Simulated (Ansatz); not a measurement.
**NiSb**

Method: PBE, scalar-relativistic; collinear spin; PAW, 420 eV, 10×10×8 k-mesh, Gaussian smearing of 0.05 eV; code Ansatz; PAW files: Ansatz's generated set soft_2.

```
Ni Sb
1.0
     3.97105    0.00000    0.00000
    -1.98553    3.43903    0.00000
     0.00000    0.00000    5.16801
Ni Sb
2 2
Cartesian
  0.0000 0.0000 0.0000
  0.0000 0.0000 2.5840
  0.0000 2.2927 1.2920
  1.9855 1.1463 3.8760
```

The chain of runs began from a cell as deposited in COD, expanded in volume.

Magnetic state: non-magnetic, site spin moments none.

The cell is relaxed to zero pressure at this level.

The cell has space group P6_3/mmc (read at 0.01 Å). In it the stress is -0.02, -0.02, 0.00, 0.00, 0.00, 0.00 GPa and the largest force component 0.000 eV/Å. Each change below starts from this cell, without further relaxation. Stress is in GPa, positive in compression, in the order xx, yy, zz, yz, xz, xy; energies are counted from the cell above and are free energies with the smearing's entropy, which match forces and stress in a metal.

Problem. What happens when atom 3 (Sb) is moved by 0.08 Å along z?

Solution. The energy changes by 20.5 meV per cell, and the force on it along the shift is -0.513 eV/Å (−F/u = 6.42 eV/Å²). Stress: 0.19, 0.19, 0.05, 0.00, 0.00, 0.00.
| atom | Fx (eV/Å) | Fy | Fz |
| --- | --- | --- | --- |
| Ni1 | 0.000 | 0.000 | 0.128 |
| Ni2 | 0.000 | 0.000 | 0.145 |
| Sb3 | 0.000 | 0.000 | -0.513 |
| Sb4 | 0.000 | 0.000 | 0.241 |
In a harmonic crystal the energy would rise by −½F·u = ½ × 6.42 × 0.08² eV = 20.5 meV, which matches.

Problem. What happens when atom 1 (Ni) is moved by 0.05 Å along x?

Solution. The energy changes by 5.8 meV per cell, and the force on it along the shift is -0.234 eV/Å (−F/u = 4.69 eV/Å²). Stress: 0.09, 0.02, 0.03, -0.06, 0.00, 0.00.
```
atom  Fx (eV/Å)      Fy      Fz
 Ni1     -0.234   0.000   0.000
 Ni2     -0.062   0.000   0.000
 Sb3      0.148  -0.009   0.011
 Sb4      0.148   0.009  -0.011
```
In a harmonic crystal the energy would rise by −½F·u = ½ × 4.69 × 0.05² eV = 5.9 meV, which matches.

Problem. What stress follows from an engineering strain of 2 % in yy, atoms carried along?

Solution. -1.29, -3.62, -1.50, 0.00, 0.00, 0.00 GPa; the energy changes by 16.6 meV per cell.
```tsv
atom	Fx (eV/Å)	Fy	Fz
Ni1	0.000	0.000	0.000
Ni2	0.000	0.000	0.000
Sb3	0.000	-0.094	0.000
Sb4	0.000	0.094	0.000
```
The change of the stress over the strain gives a clamped-atom stiffness of about 180 GPa for this component, a secant value that lies under the elastic constant in tension and over it in compression, by several per cent for each per cent of strain.
In a harmonic crystal the energy would rise by V(½Cε² − σ₀ε), with σ₀ the stress of the unstrained cell, = 16.0 meV, close to the run's value; the rest has the sign of the anharmonic part, which a secant stiffness overstates.

Problem. What stress follows from an engineering strain of -2 % in xz, atoms carried along?

Solution. 0.09, 0.03, 0.03, 0.00, 1.27, 0.00 GPa; the energy changes by 5.6 meV per cell.
The change of the stress over the strain gives a clamped-atom stiffness of about 64 GPa for this component.
In a harmonic crystal the energy would rise by V(½Cε² − σ₀ε), with σ₀ the stress of the unstrained cell, = 5.6 meV, which matches.

Problem. All atoms and the cell are disturbed at random:
```
CELL_PARAMETERS angstrom
3.96061 0.00133 0.02507
-1.97915 3.43230 -0.03567
0.03263 -0.03477 5.09599
ATOMIC_POSITIONS crystal
Ni 0.99598 0.98817 0.97928
Ni 0.98765 0.06353 0.50410
Sb 0.27495 0.60935 0.26157
Sb 0.74142 0.33895 0.75504
```
Give the energy change, the stress and the forces.

Solution. 1428.9 meV per cell; stress 10.09, 16.00, 14.94, -1.16, -5.95, -8.67 GPa.
```
atom  Fx (eV/Å)      Fy      Fz
 Ni1      1.094  -0.764   1.351
 Ni2      2.804  -4.015  -1.433
 Sb3      0.491   3.097  -1.527
 Sb4     -4.389   1.683   1.609
```

Problem. All atoms and the cell are disturbed at random:
```xyz
4
Lattice="3.9758 0.0015 0.0086 -1.9866 3.4873 0.0137 0.0112 0.0271 5.1798" Properties=species:S:1:pos:R:3 pbc="T T T"
Ni   -0.0212   -0.0247   -0.1427
Ni   -0.2277   -0.0712    2.5296
Sb    0.1342    2.4664    1.2728
Sb    2.1207    1.1589    4.1323
```
Give the energy change, the stress and the forces.

Solution. 890.8 meV per cell; stress 9.73, 2.27, 4.45, 0.81, 4.89, 1.42 GPa.
| atom | Fx (eV/Å) | Fy | Fz |
| --- | --- | --- | --- |
| Ni1 | 1.757 | 0.051 | 1.165 |
| Ni2 | 2.094 | 0.992 | 0.873 |
| Sb3 | -2.446 | -1.634 | -0.341 |
| Sb4 | -1.405 | 0.590 | -1.697 |

These numbers lack spin–orbit coupling.
